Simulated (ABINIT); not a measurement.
# AlAs (F-43m): G0W0 in ABINIT against the screening cutoff in the self-energy, part 2 of 2

Aim: move the screening cutoff in the self-energy of a G0W0 run on AlAs (F-43m) over a wide range.

ABINIT 10.8.3; PBE and many-body steps on it, plane waves. Known limits of the many-body steps: not at the basis limit; exchange with frozen shells missing; no spin-orbit coupling; coarse k mesh.

So far. Step 2 (Screening, 4×4×4 mesh, 300 bands, screening to 272.1 eV): Local fields lower ε∞ by 11 %. On a Γ-centred mesh this coarse the value itself is usually too large, while a short band sum pulls it down. Step 5 (3.5 Ha): The gap on the mesh goes from 1.44 eV to 2.44 eV, a correction of +1.01 eV.

## (6) 5 Ha

Level of this step: G0W0 on PBE, plane waves, norm-conserving pseudopotentials (ABINIT).

The input, run.abi:

```
acell 3*1.0 Angstrom
rprim 
  -0.000000000000 2.830400000000 2.830400000000
  2.830400000000 0.000000000000 2.830400000000
  2.830400000000 2.830400000000 0.000000000000
ntypat 2
znucl 13 33
natom 2
typat 1 2
xred 
  0.000000000000 0.000000000000 0.000000000000
  0.250000000000 0.250000000000 0.250000000000
pp_dirpath "pseudos"
pseudos "Al.upf, As.upf"
ecut 38
ngkpt 4 4 4
nshiftk 1
shiftk 0 0 0
kptopt 1
chksymbreak 0
istwfk *1
occopt 1
irdwfk 1
optdriver 4
nband 300
gwcalctyp 0
ecutsigx 38
symsigma 1
nkptgw 2
kptgw 
  0.0000000000 0.0000000000 0.0000000000
  0.5000000000 0.5000000000 0.0000000000
bdgw 
  7 13
  8 11
ecuteps 5
irdscr 1
ppmodel 1
indata_prefix "in"
outdata_prefix "out"
tmpdata_prefix "tmp"
```

Started as:

```bash
$ OMP_NUM_THREADS=1 mpirun -n 8 abinit run.abi > log
```

What it wrote:

```text
.Version 10.8.3 of ABINIT. v10.8.2 released Aug 2026.

 Symmetries : space group F-4 3 m (#216); Bravais cF (face-center cubic)
[... echo of the input left out ...]
== DATASET  1 ==================================================================
-   mpi_nproc: 8, omp_nthreads: 1 (-1 if OMP is not activated)

--- !DatasetInfo
iteration_state: {dtset: 1, }
dimensions: {natom: 2, nkpt: 8, mband: 300, nsppol: 1, nspinor: 1, nspden: 1, mpw: 3479, }
cutoff_energies: {ecut:  38.0, pawecutdg:  -1.0, }
[...]
Band     E0 <VxcDFT>   SigX SigC(E0)      Z dSigC/dE  Sig(E)    E-E0       E
[...]
10   5.009  -8.299  -4.581  -3.838   0.801  -0.248  -8.395  -0.096   4.912
       11   5.873  -8.962  -5.073  -3.874   0.798  -0.253  -8.951   0.012   5.885

== END DATASET(S) ==============================================================
================================================================================

 -outvars: echo values of variables after computation  --------
           etotal      0.0000000000E+00
            nband         300
             nkpt           8
          spgroup         216
 [... the other variables as echoed above ...]

 Calculation completed.
```

Elapsed: 5.8 s, on 8 MPI ranks of AMD EPYC 9R45, shared host; peak memory 1.5 GiB.

This step gave:

```
G0W0 gap on the points computed              : 2.497 eV
starting gap on the mesh                     : 1.436 eV
k of the valence top                         : 0, 0, 0
k of the conduction bottom                   : 0.5, 0.5, 0
least direct G0W0 gap on the computed points : 3.093 eV
```

Against the run before, the gap moves by +0.054 eV.

## (7) 7.5 Ha

run.abi: that of step 6 with these lines changed.

```diff
@@ -35,3 +35,3 @@
   8 11
-ecuteps 5
+ecuteps 7.5
 irdscr 1
```

What it wrote:

```text
.Version 10.8.3 of ABINIT. v10.8.2 released Aug 2026.

 Symmetries : space group F-4 3 m (#216); Bravais cF (face-center cubic)
[... echo of the input left out ...]
== DATASET  1 ==================================================================
-   mpi_nproc: 8, omp_nthreads: 1 (-1 if OMP is not activated)

--- !DatasetInfo
iteration_state: {dtset: 1, }
dimensions: {natom: 2, nkpt: 8, mband: 300, nsppol: 1, nspinor: 1, nspden: 1, mpw: 3479, }
cutoff_energies: {ecut:  38.0, pawecutdg:  -1.0, }
[...]
Band     E0 <VxcDFT>   SigX SigC(E0)      Z dSigC/dE  Sig(E)    E-E0       E
[...]
10   5.009  -8.299  -4.581  -3.845   0.801  -0.248  -8.400  -0.102   4.907
       11   5.873  -8.962  -5.073  -3.885   0.798  -0.253  -8.959   0.004   5.877

== END DATASET(S) ==============================================================
================================================================================

 -outvars: echo values of variables after computation  --------
           etotal      0.0000000000E+00
            nband         300
             nkpt           8
          spgroup         216
 [... the other variables as echoed above ...]

 Calculation completed.
```

Run time: 13 s. Hardware: 8 MPI ranks; peak memory 2.5 GiB; 1.7 min of CPU time.

Numbers from this step:

| Item | Value |
| --- | --- |
| G0W0 gap on the points computed | 2.532 eV |
| starting gap on the mesh | 1.436 eV |
| k of the valence top | 0, 0, 0 |
| k of the conduction bottom | 0.5, 0.5, 0 |
| least direct G0W0 gap on the computed points | 3.104 eV |

Against the run before, the gap moves by +0.035 eV.

## (8) 10 Ha

run.abi: that of step 7 with these lines changed.

```diff
@@ -35,3 +35,3 @@
   8 11
-ecuteps 7.5
+ecuteps 10
 irdscr 1
```

What it wrote:

```text
.Version 10.8.3 of ABINIT. v10.8.2 released Aug 2026.

 Symmetries : space group F-4 3 m (#216); Bravais cF (face-center cubic)
[... echo of the input left out ...]
== DATASET  1 ==================================================================
-   mpi_nproc: 8, omp_nthreads: 1 (-1 if OMP is not activated)

--- !DatasetInfo
iteration_state: {dtset: 1, }
dimensions: {natom: 2, nkpt: 8, mband: 300, nsppol: 1, nspinor: 1, nspden: 1, mpw: 3479, }
cutoff_energies: {ecut:  38.0, pawecutdg:  -1.0, }
[...]
Band     E0 <VxcDFT>   SigX SigC(E0)      Z dSigC/dE  Sig(E)    E-E0       E
[...]
10   5.009  -8.299  -4.581  -3.845   0.801  -0.248  -8.401  -0.102   4.907
       11   5.873  -8.962  -5.073  -3.885   0.798  -0.253  -8.959   0.003   5.877

== END DATASET(S) ==============================================================
================================================================================

 -outvars: echo values of variables after computation  --------
           etotal      0.0000000000E+00
            nband         300
             nkpt           8
          spgroup         216
 [... the other variables as echoed above ...]

 Calculation completed.
```

Wall time 25 s (8 MPI ranks); peak memory 3 GiB.

Numbers from this step:

```
G0W0 gap on the points computed              : 2.538 eV
starting gap on the mesh                     : 1.436 eV
k of the valence top                         : 0, 0, 0
k of the conduction bottom                   : 0.5, 0.5, 0
least direct G0W0 gap on the computed points : 3.103 eV
```

Against the run before, the gap moves by +0.006 eV.

## (9) Side by side

Times are wall times on 8 MPI ranks of AMD EPYC 9R45, shared host, good to a factor of about two. A run's time includes the screening step that it read.

```csv
run,mesh,bands,screening cutoff (eV),DFT gap (eV),gap on the mesh (eV),direct (eV),ε∞ used,time
1 Ha,4×4×4,300,27.2,1.436,2.187,2.925,14.29,25 s
2 Ha,4×4×4,300,54.4,1.436,2.294,3.014,14.29,25 s
3.5 Ha,4×4×4,300,95.2,1.436,2.443,3.076,14.29,26 s
5 Ha,4×4×4,300,136.1,1.436,2.497,3.093,14.29,28 s
7.5 Ha,4×4×4,300,204.1,1.436,2.532,3.104,14.29,35 s
10 Ha,4×4×4,300,272.1,1.436,2.538,3.103,14.29,47 s
```

## (10) What came out

- 1 Ha: 2.187 eV
- 2 Ha: 2.294 eV
- 3.5 Ha: 2.443 eV
- 5 Ha: 2.497 eV
- 7.5 Ha: 2.532 eV
- 10 Ha: 2.538 eV
- known limits: not at the basis limit; exchange with frozen shells missing; no spin-orbit coupling; coarse k mesh

What this shows: The setting moved: screening cutoff in the self-energy. From 1 Ha to 10 Ha the gap moves by +0.35 eV. It holds to 0.03 eV from 7.5 Ha on. Bands and screening cutoff are coupled, so a series along one setting does not show full convergence. Bands and cutoff are finite, so the gap is not at the basis limit. The miss can reach some tenths of an eV and take either sign; the mesh is an error of its own. In the G0W0 runs levels were corrected at 2 k points alone, so a gap called «on the mesh» is the least over those, and an edge elsewhere would be missed. The 4×4×4 mesh is coarse for this cell, which bears on the long-range parts of exchange and screening. The norm-conserving file of at least one element keeps a d shell over frozen s and p shells of the same row. Exchange with those shells is missing from the self-energy, an error of 0.3 to 0.9 eV in cases checked, whose sign depends on which edge lies on those atoms. The many-body steps are scalar-relativistic: spin-orbit coupling is not in them.

[Paths, hosts, dates, memory and timing lines, banners, echoed tables and standing remarks are left out of the program output.]

[Logs are printed without paths, hosts, clocks, repeated set-up lines and the standing remarks that a program may print on its own settings, such as how far it seeks lower states.]

[Runs of the session that timed out or met a known fault of the program may be left out.]

[Hosts, paths, dates, database ids (printed as entryN), source tags and the programs' standing remarks are cut or masked in the printed files.]

[G0W0 gaps are taken among the corrected bands and points alone; a level outside them can change the order at an edge.]

[Where Ansatz stands beside ABINIT at settings called matched, ABINIT's density can come from a denser mesh and the files from another edition; pairs whose starting gaps differed by over 0.03 eV were left out, so agreement reads better than it is.]
